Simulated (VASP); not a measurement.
ZrH2, 3 atoms in the cell. Symmetry: P4/mmm, No. 123, tetragonal system. The conventional cell has a = 2.853 Å, b = 2.853 Å, c = 3.597 Å, α = 90.00°, β = 90.00°, γ = 90.00°. Around Zr (site symmetry 4/mmm) lie 4 H at 2.02 Å. H (site symmetry 4/mmm) has 2 H at 1.80 Å and 4 Zr at 2.02 Å as nearest neighbours. H (site symmetry 4/mmm) is surrounded by 2 H at 1.80 Å. The cell was built by a generator and needn't be a form met in nature. The cell isn't the ideal one: random cell by space group and Wyckoff sites (P4/mmm, No. 123).

| Property | Result |
| --- | --- |
| Program | VASP 6.6.1 |
| Task | relaxation of cell and atoms |
| Functional | PBE |
| Potentials or basis | VASP PAW PBE potentials, release 64 (Zr_sv, H) |
| Cutoff | 600 eV |
| k mesh | 6 × 6 × 6 |
| Occupations | gaussian, width 0.1 eV |
| Spin | no spin polarisation |
| Dipole correction | no |
| Further INCAR settings | ALGO = Normal; EDIFF = 1e-06; IBRION = 2; EDIFFG = -0.04; NSW = 90; ISIF = 3 |

Potentials or basis: VASP PAW PBE potentials, release 64 (Zr_sv, H).

Launch:

```bash
$ cat potpaw_PBE.64/Zr_sv/POTCAR potpaw_PBE.64/H/POTCAR > POTCAR
$ mpirun -np 1 vasp_std > vasp.out
```

Hardware: 1 thread of AMD EPYC 7R13 Processor (Zen 3), with other jobs on the host.

How long does it take, and how much memory?

Run time: 120 s on 1 thread of AMD EPYC 7R13 Processor (Zen 3), on a shared host, peak memory 0.13 GiB. Counts: scf iterations 73, k points 40, ion steps 9.
